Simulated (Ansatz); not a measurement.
Runs of Ansatz 0.2.0 on Sn. The structure is cubic, space group Fd-3m (No. 227). Conventional cell: a = 6.467 Å, b = 6.467 Å, c = 6.467 Å, α = 90.00°, β = 90.00°, γ = 90.00°. Sn (site symmetry -43m) is surrounded by 4 Sn at 2.80 Å. This isn't the form of Sn at room conditions, which is tetragonal (white tin).

```csv
task,level,cell,k mesh,cutoff (eV),pressure (GPa),relaxed volume (Å³/atom)
band structure,revPBE,as given,7 × 7 × 7,257,4.8,-
relaxation of cell and atoms,RPBE+D4,relaxed,7 × 7 × 7,-,0.0,35.32
relaxation of cell and atoms,PBEsol,relaxed,7 × 7 × 7,-,0.0,(a)
relaxation of cell and atoms,BLYP+D3(BJ),relaxed,7 × 7 × 7,-,0.0,35.85
```

Alike in all rows: potentials or basis all-electron LAPW, scalar-relativistic; no spin polarisation; smearing fermi-dirac 0.05 eV; basis error allowed 0.001 eV/atom.

Task: Estimate the missing entries.

Result: (a) 34.99.

Runs at the PBE level aren't shown here.
